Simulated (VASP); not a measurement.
Here is a VASP 6.6.1 calculation.

File INCAR:

```
  PREC = Accurate
  ENCUT = 600
  EDIFF = 1E-6
  ISMEAR = 0
  SIGMA = 0.02
  LREAL = False
  LASPH = True
  NELM = 100
  ALGO = Normal
  ISIF = 3
  LWAVE = False
  LCHARG = False
  GGA = PE
  IBRION = 2
  NSW = 100
  EDIFFG = -0.005
```

Contents of KPOINTS:

```
regular mesh
0
Gamma
  8 8 8
```

File POSCAR:

```
CaF2
1.0
    0.0000000000      2.7580259682      2.7580259682
    2.7580259682      0.0000000000      2.7580259682
    2.7580259682      2.7580259682      0.0000000000
Ca F
1 2
Direct
    0.0000000000      0.0000000000      0.0000000000
    0.7500000000      0.7500000000      0.7500000000
    0.2500000000      0.2500000000      0.2500000000
```

Potentials or basis: VASP PAW PBE potentials, release 64 (Ca_sv, F).

The run is started by

```console
$ cat potpaw_PBE.64/Ca_sv/POTCAR potpaw_PBE.64/F/POTCAR > POTCAR
$ mpirun -np 1 vasp_std > vasp.out
```

Q: Estimate the relaxed volume.

A: 13.96 Å³/atom.

Q: Estimate the space group after relaxing (to 0.05 Å).

A: Fm-3m (No. 225).

Final structure:
```
Ca F
1.0
     0.00000    2.75636    2.75636
     2.75636    0.00000    2.75636
     2.75636    2.75636    0.00000
Ca F
1 2
Direct
  0.00000 0.00000 0.00000
  0.75000 0.75000 0.75000
  0.25000 0.25000 0.25000
```
